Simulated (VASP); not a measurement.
Set up this calculation in VASP 6.6.1, as the native input.

```yaml
Task: relaxation of cell and atoms
Functional: PBEsol
Potentials_or_basis: VASP PAW PBE potentials, release 64 (Si)
Cutoff: 600 eV
k_mesh: 16 × 16 × 16
Occupations: methfessel-paxton, width 0.1 eV
Spin: no spin polarisation
Further_INCAR_settings: ALGO = Normal; EDIFF = 1e-06; IBRION = 2; EDIFFG = -0.01; NSW = 90; ISIF = 3
```

The structure of Si lies in POSCAR:

```
Si
1.0
    0.0000000000      1.9108305400      1.9108305400
    1.9108305400      0.0000000000      1.9108305400
    1.9108305400      1.9108305400      0.0000000000
Si
1
Direct
    0.0000000000      0.0000000000      0.0000000000
```

The cell was built by a generator and needn't be a form met in nature.

One way to write it, as run:

INCAR

```
  PREC = Accurate
  ENCUT = 600
  EDIFF = 1E-6
  ISMEAR = 1
  SIGMA = 0.1
  LREAL = F
  LASPH = T
  NELM = 80
  ALGO = Normal
  ISIF = 3
  LWAVE = F
  LCHARG = F
  GGA = PS
  IBRION = 2
  NSW = 90
  EDIFFG = -0.01
```

KPOINTS

```
Automatic mesh
0
Gamma
  16 16 16
```

Potentials or basis: VASP PAW PBE potentials, release 64 (Si).

Command:

```console
$ cat potpaw_PBE.64/Si/POTCAR > POTCAR
$ mpirun -np 1 vasp_std > vasp.out
```

Results of the run:

```yaml
Relaxed_volume: 14.05 Å³/atom
Relaxed_cell: a = 2.709 Å, b = 2.709 Å, c = 2.709 Å, α = 60.00°, β = 60.00°, γ = 60.00°
Space_group_after_relaxing_to_0.05_Å: Fm-3m (No. 225)
Energy_gained_by_relaxing: 0.2 meV/atom
Ionic_steps: 3
Pressure_after_relaxing: 0.0 GPa
Band_gap_on_the_k_mesh: none (metal or under the smearing width)
```

Caveat: the PAW data sets were made with another functional, which shifts forces and pressure a little.

It took 13 s on 1 thread of Intel(R) Xeon(R) Platinum 8488C (Sapphire Rapids), on a shared host, peak memory 0.13 GiB.
